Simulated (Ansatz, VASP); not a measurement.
## Re, level by level in two programs

```
Re
1.0
     2.76080    0.00000    0.00000
    -1.38040    2.39092    0.00000
     0.00000    0.00000    4.45820
Re
2
Cartesian
  1.3804 0.7970 3.3436
  0.0000 1.5939 1.1145
```

Single points on this cell with VASP 6.6.1 and Ansatz 0.2.0. Each row is one pair of runs. Alike in all rows: spin: off; k mesh: 11 × 11 × 6.

```csv
level,smearing,"VASP's potentials, cutoff","Ansatz's potentials, cutoff","gap on the k mesh at the Fermi level (eV), VASP","gap on the k mesh at the Fermi level (eV), Ansatz","pressure (GPa), VASP","pressure (GPa), Ansatz","largest component of the traceless stress (GPa), VASP","largest component of the traceless stress (GPa), Ansatz"
PBE,"fermi-dirac, width 0.05 eV","VASP PAW PBE potentials, release 64 (Re), 520 eV","Ansatz PAW earlier set, 560 eV",none,none,5.6,6.2,0.12,0.25
PBE,"fermi-dirac, width 0.05 eV","VASP PAW PBE potentials, release 64 (Re), 520 eV","Ansatz PAW, 420 eV",none,none,5.6,6.0,0.12,0.26
PBE,"fermi-dirac, width 0.05 eV","VASP PAW PBE potentials, release 64 (Re), 520 eV","SPMS NC, 435 eV",none,none,5.6,6.0,0.12,0.26
PBE,"gaussian, width 0.02 eV","VASP PAW PBE potentials, release 64 (Re), 520 eV","Ansatz PAW, 420 eV",none,none,5.5,5.8,0.65,0.54
PBE,"gaussian, width 0.05 eV","VASP PAW PBE potentials, release 64 (Re), 500 eV","Ansatz PAW, 420 eV",none,none,5.5,5.9,0.43,0.31
```

Pressure (GPa): the two programs differ by at most 0.67; largest component of the traceless stress (GPa): the two programs differ by at most 0.14.

A gap of «none» marks a metal or a gap that the smearing closes.
